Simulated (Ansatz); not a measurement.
## CaF₂ at 5 GPa (stress–strain coefficients): relaxed-ion elastic tensor

The calculation used DFT PBEsol, scalar-relativistic, plane waves, PAW in Ansatz. Plane waves to 420 eV; Γ-centred k mesh 8×8×8; fixed occupations. No spin polarisation.

The cell, relaxed at 5 GPa:
```xyz
3
Lattice="0.0000 2.6643 2.6643 2.6643 0.0000 2.6643 2.6643 2.6643 0.0000" Properties=species:S:1:pos:R:3 pbc="T T T"
Ca    0.0000    0.0000    0.0000
F     1.3321    1.3321    1.3321
F     3.9964    3.9964    3.9964
```

Task: Give the relaxed-ion elastic constants (GPa, Voigt order xx yy zz yz xz xy, on the axes of the cell above).

Result:
```
192.3  66.2  66.2   0.0   0.0   0.0
 66.2 192.3  66.2   0.0   0.0   0.0
 66.2  66.2 192.3   0.0   0.0   0.0
  0.0   0.0   0.0  37.6   0.0   0.0
  0.0   0.0   0.0   0.0  37.6   0.0
  0.0   0.0   0.0   0.0   0.0  37.6
```

Task: Is the crystal stable against homogeneous strain?

Result: Yes: the least eigenvalue of the tensor is 37.7 GPa.

Task: And the moduli of a polycrystal (Hill averages)?

Result: B = 108 GPa, G = 46 GPa, E = 122 GPa, ν = 0.31.

Cost: 1 run of about 0.43 core-minutes, on Arm Neoverse V1 (shared hosts).